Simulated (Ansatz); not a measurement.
W:

```
CELL_PARAMETERS angstrom
5.08300 0.00000 0.00000
0.00000 5.08300 0.00000
0.00000 0.00000 5.08300
ATOMIC_POSITIONS crystal
W 0.50000 0.25000 0.00000
W 0.50000 0.75000 0.00000
W 0.75000 0.00000 0.50000
W 0.25000 0.00000 0.50000
W 0.00000 0.50000 0.75000
W 0.00000 0.50000 0.25000
W 0.50000 0.50000 0.50000
W 0.00000 0.00000 0.00000
```

This isn't the form of W at room conditions, which is bcc.

Base run:

* Program: Ansatz 0.2.0
* Functional: PBEsol
* Potentials or basis: Ansatz PAW
* Cutoff: 420 eV (not typed: the program's choice for these potentials)
* k mesh: 5 × 5 × 5
* Occupations: fermi-dirac, width 0.05 eV
* Spin: spin-orbit coupling, no magnetisation

Its results: band gap on the k mesh none (metal or under the smearing width); pressure -8.7 GPa.

The run is repeated on the same cell with these changes: spin from spin-orbit coupling, no magnetisation to no spin polarisation; potential files from those of the base run to others of the same set. What comes out?

Band gap on the k mesh none (metal or under the smearing width); pressure -9.2 GPa.

Caveats: the PAW data sets come from PBE, with cores solved anew for the run's functional, which leaves a small shift of forces and pressure; spin-orbit coupling is left out, which moves the levels of the heavy elements (some runs).
